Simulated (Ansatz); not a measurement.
# Is this LiH structure stable?

The structure comes from a generated guess, relaxed at this level; another structure or a mixture of phases may lie lower.

The calculation used DFT PBE, scalar-relativistic, plane waves, PAW (Ansatz 0.2.0). Cutoff 420 eV, Γ-centred 12×12×1 mesh (2-atom cell), Gaussian smearing of 0.02 eV, no spin polarisation.

The sheet is periodic along a and b; c holds vacuum.

```
Li H
1.0
     3.07825    0.00000    0.00000
    -1.53912    2.66584    0.00000
     0.00000    0.00000   25.32719
Li H
1 1
Direct
  0.33333 0.66667 0.29612
  0.00000 0.00000 0.29613
```

The zero of energy is the elements' standard structures at the same level (H₂ as a molecule); no fitted shifts are applied.

Task: These tests were run: energy against the elements; phonons on a 3×3×1 q mesh. What do they show?

Result:

```csv
test,result
energy against the elements,−0.249 eV/atom
phonons on a 3×3×1 q mesh,no imaginary mode on the mesh
```

It fails none of these tests. Other phases of the system weren't compared here, so this isn't yet thermodynamic stability.

With hydrogen, zero-point motion can shift formation energies by some tens of meV/atom. The run for the phonons used a 12×12×1 k mesh.
